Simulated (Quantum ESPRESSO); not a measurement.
# Al under changes of volume

One of the cells (16.603 Å³/atom); the others are scaled copies at fixed shape and fractional positions:

```xyz
1
Lattice="0.0000 2.0248 2.0248 2.0248 0.0000 2.0248 2.0248 2.0248 0.0000" Properties=species:S:1:pos:R:3 pbc="T T T"
Al    0.0000    0.0000    0.0000
```

| Property | Result |
| --- | --- |
| Program | Quantum ESPRESSO 7.5 |
| Functional | LDA |
| Potentials or basis | PseudoDojo 0.4.1 SR LDA standard |
| Cutoff | 599 eV |
| Density cutoff | 2395 eV |
| k mesh | 11 × 11 × 11 |
| Occupations | fermi-dirac, width 0.05 eV |
| Spin | no spin polarisation |

| volume (Å³/atom) | energy over the lowest point (meV/atom) | pressure (GPa) |
| --- | --- | --- |
| 15.607 | 0.01 | 0.9 |
| 15.939 | 0.00 | -0.9 |
| 16.271 | 3.48 | -2.5 |
| 16.603 | ? | ? |
| 16.935 | 19.48 | -5.1 |
| 17.267 | 31.34 | -6.3 |
| 17.599 | 45.40 | -7.3 |

Q: What does the run at 16.603 Å³/atom give?

A: Energy over the lowest point 10.09 meV/atom; pressure -3.9 GPa.

Worked out: A Birch-Murnaghan fit of order 3 (a polynomial in V^(-2/3)) to the other rows has its minimum at 15.77 Å³/atom with B0 = V·E''(V) = 85 GPa and B' = 4.5. It gives 10.09 meV/atom at 16.603 Å³/atom, against the run's 10.09, and -dE/dV = -3.9 GPa, against -3.9.

Energies are extrapolated to zero smearing.
